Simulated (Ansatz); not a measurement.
# GaP (F-43m) in Ansatz: equation of state

How stiff is GaP in PBEsol, and what volume does it want? The cell is scaled to several volumes.

Everything below comes from runs of Ansatz 0.2.0. Logs are shortened: lines on timing, memory, paths and dates and some standing lists are left out, and cuts for length are marked.

**What was measured.**

“Phosphorous dimerization in GaP at high pressure”, 2017, arxiv:1709.06667 reports, for a bulk crystal of GaP: bulk modulus 87.5 ± 0.6 GPa.

The runs below are set against these values where they give the same quantity.

## Step 1: Starting point

It takes space group F-43m (No. 216, cubic). The conventional cell has a = 5.451 Å, b = 5.451 Å, c = 5.451 Å, α = 90.00°, β = 90.00°, γ = 90.00°. Ga (site symmetry -43m) is surrounded by 4 P at 2.36 Å. P (site symmetry -43m) is surrounded by 4 Ga at 2.36 Å.

## Step 2: Equation of state, PBEsol

Potentials or basis: all-electron LAPW, scalar-relativistic.

This step only gathers the single runs of the series.

What came out:

* Equilibrium volume: 20.10 Å³/atom
* Bulk modulus: 85 GPa
* Pressure derivative of the bulk modulus: 4.5

Energy against volume, from the lowest point:
```
volume (Å³/atom)  energy (meV/atom)
          19.026              16.65
          19.431               6.08
          19.836               0.72
          20.240               0.00
          20.645               3.45
          21.050              10.64
          21.455              21.16
```

## Step 3: Against experiment

Step 2. A measured bulk modulus of GaP is 87.5 GPa (“Phosphorous dimerization in GaP at high pressure”, 2017, arxiv:1709.06667); the calculated 85 GPa misses it by -2.9 %. The fit is for a static lattice scaled at fixed shape and fixed fractional positions.
